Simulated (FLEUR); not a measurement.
# PbO2 in FLEUR: convergence with lnonsphr

Input of the first run (lnonsphr 3); the others differ in this setting and in those tied to it:

The input inp.xml:

```xml
<?xml version="1.0" encoding="UTF-8" standalone="no"?>
<fleurInput fleurInputVersion="0.39">
   <comment>
      PbO2                                                                                                
   </comment>
   <calculationSetup>
      <cutoffs Kmax="4.65" Gmax="14.4" GmaxXC="14.4" numbands="0"/>
      <scfLoop itmax="60" minDistance="0.00001" maxIterBroyd="15" imix="Anderson" alpha="0.05" precondParam="0.0" spinf="2.0" sdNocoIR="T"/>
      <coreElectrons ctail="T" frcor="F" kcrel="0" coretail_lmax="0"/>
      <xcFunctional name="vwn" relativisticCorrections="F"/>
      <magnetism jspins="1"/>
      <soc l_soc="F" theta="0.0" phi="0.0" spav="F"/>
      <expertModes spex="0" secvar="F"/>
      <geometryOptimization l_f="T" forcealpha="1.0" forcemix="BFGS" epsdisp="0.0005" epsforce="0.0002"/>
      <ldaU l_linMix="F" mixParam="0.05" spinf="1.0"/>
   </calculationSetup>
   <cell>
      <bzIntegration valenceElectrons="32.0" mode="hist" fermiSmearingEnergy="0.00183747">
         <kPointListSelection listName="default-1"/>
         <!-- k-points included here -->
         <xi:include xmlns:xi="http://www.w3.org/2001/XInclude" href="kpts.xml"> </xi:include>
      </bzIntegration>
      <!-- symmetry operations included here -->
      <xi:include xmlns:xi="http://www.w3.org/2001/XInclude" href="sym.xml"> </xi:include>
      <bulkLattice scale="1.0">
         <bravaisMatrix>
            <row-1>    0.0000000000000000     5.1060248708602032     5.1060248708602032</row-1>
            <row-2>    5.1060248708602032     0.0000000000000000     5.1060248708602032</row-2>
            <row-3>    5.1060248708602032     5.1060248708602032     0.0000000000000000</row-3>
         </bravaisMatrix>
      </bulkLattice>
   </cell>
   <atomSpecies>
      <species name="Lead (Pb)" element="Pb" atomicNumber="82">
         <mtSphere radius="2.39" gridPoints="801" logIncrement="0.017"/>
         <atomicCutoffs lmax="10" lnonsphr="3"/>
         <electronConfig flipSpins="F">
            <coreConfig>(1s1/2) (2s1/2) (2p1/2) (2p3/2) (3s1/2) (3p1/2) (3p3/2) (4s1/2) (3d3/2) (3d5/2) (4p1/2) (4p3/2) (4d3/2) (4d5/2) (4f5/2) (4f7/2) (5s1/2)</coreConfig>
            <valenceConfig>(5p1/2) (5p3/2) (6s1/2) (5d3/2) (5d5/2) (6p1/2) (6p3/2)</valenceConfig>
            <stateOccupation state="(6p1/2)" spinUp="0.333333" spinDown="0.333333"/>
            <stateOccupation state="(6p3/2)" spinUp="0.666667" spinDown="0.666667"/>
         </electronConfig>
         <energyParameters s="6" p="6" d="5" f="5"/>
         <lo type="SCLO" l="1" n="5" eDeriv="0"/>
         <lo type="SCLO" l="1" n="5" eDeriv="1"/>
         <lo type="SCLO" l="0" n="6" eDeriv="2"/>
         <lo type="SCLO" l="2" n="5" eDeriv="2"/>
         <lo type="SCLO" l="3" n="5" eDeriv="2"/>
      </species>
      <species name="Oxygen (O)" element="O" atomicNumber="8">
         <mtSphere radius="1.55" gridPoints="519" logIncrement="0.02"/>
         <atomicCutoffs lmax="8" lnonsphr="3"/>
         <electronConfig flipSpins="F">
            <coreConfig>(1s1/2)</coreConfig>
            <valenceConfig>(2s1/2) (2p1/2) (2p3/2)</valenceConfig>
            <stateOccupation state="(2p1/2)" spinUp="0.666667" spinDown="0.666667"/>
            <stateOccupation state="(2p3/2)" spinUp="1.333333" spinDown="1.333333"/>
         </electronConfig>
         <energyParameters s="2" p="2" d="3" f="4"/>
         <lo type="SCLO" l="0" n="2" eDeriv="2"/>
         <lo type="SCLO" l="1" n="2" eDeriv="2"/>
         <lo type="SCLO" l="2" n="3" eDeriv="2"/>
      </species>
   </atomSpecies>
   <atomGroups>
      <atomGroup species="Lead (Pb)">
         <relPos label="                   1">-.0038920000 .0019790000 .0053630000</relPos>
         <force calculate="T" relaxXYZ="TTT"/>
      </atomGroup>
      <atomGroup species="Oxygen (O)">
         <relPos label="                   2">-.2545800000 -.2531390000 -.2580460000</relPos>
         <force calculate="T" relaxXYZ="TTT"/>
      </atomGroup>
      <atomGroup species="Oxygen (O)">
         <relPos label="                   3">.2379960000 .2722400000 .2412150000</relPos>
         <force calculate="T" relaxXYZ="TTT"/>
      </atomGroup>
   </atomGroups>
   <output dos="F" band="F" slice="F">
      <checks vchk="F" cdinf="F"/>
      <bandDOS minEnergy="-.5*Htr" maxEnergy="0.5*Htr" sigma="0.015" storeEVData="T"/>
      <vacuumDOS vacdos="F" integ="F" star="F" nstars="0" locx1="0.0" locy1="0.0" locx2="0.0" locy2="0.0" nstm="0" tworkf="0.0"/>
      <unfoldingBand unfoldBand="F" supercellX="1" supercellY="1" supercellZ="1"/>
      <plotting iplot="0" polar="F">
         <plot TwoD="T" vec1="  1.0  0.0  0.0" vec2="  0.0  1.0  0.0" vec3="  0.0  0.0  1.0" zero="  0.0  0.0  0.0" file="plot"/>
      </plotting>
      <chargeDensitySlicing numkpt="0" minEigenval="0.0" maxEigenval="0.0" nnne="0" pallst="F"/>
      <specialOutput eonly="F"/>
      <moessbauerParams electricFieldGradient="T" isomerShift="T" coreHyperfine="T" valenceHyperfine="T"/>
      <magneticCircularDichroism mcd="F" energyLo="-10.0" energyUp="0.0"/>
   </output>
  <!-- We include the file relax.xml here to enable relaxations (see documentation) -->
  <xi:include xmlns:xi="http://www.w3.org/2001/XInclude" href="relax.xml"> <xi:fallback/> </xi:include>
</fleurInput>
```

The input crystal.txt:

```
PbO2
&input cartesian=F /
0.0000000000  2.7019920000  2.7019920000
2.7019920000  0.0000000000  2.7019920000
2.7019920000  2.7019920000  0.0000000000
1.8897261246
1.0 1.0 1.0

3
82 -0.0038920000  0.0019790000  0.0053630000
8 0.7454200000  0.7468610000  0.7419540000
8 0.2379960000  0.2722400000  0.2412150000

&kpt div1=4 div2=4 div3=4 gamma=T /
```

Potentials or basis: all-electron, FLAPW.

Run with:

```bash
$ inpgen -f crystal.txt -profile fastHighL
$ # inp.xml edited to the form shown
$ fleur_MPI
```

The cell isn't the ideal one: atoms moved at random.

The cell comes from a database or a generator and needn't be the stable form of this composition.

Hardware: 1 thread of Arm Neoverse V1 (shared host).

```
lnonsphr  energy less the tightest run, at zero smearing (meV/atom)  largest force (eV/Å)  SCF cycles  CPU time (s)  peak memory (GiB)
       2                                                    refused                     -           -             -                  -
       3                                                      11.89                 0.480          19           270               0.22
       4                                                       5.81                 0.469          19           270               0.22
       5                                                       2.44                 0.464          19           270               0.22
       6                                                       1.07                 0.461          19           270               0.22
       8                                                       0.00                 0.459          19           290               0.22
```

Against the tightest run, the largest force stays within 0.005 eV/Å from 6 on. Not settled before the last step: the energy (to 1 meV/atom). The tightest run that finished is the yardstick and may itself not be fully converged.

Caveat, for the tightest run too: the k mesh is coarse (spacing up to 0.50 Å⁻¹), so the values aren't converged. Spin-orbit coupling is left out, which matters for the levels of Pb.
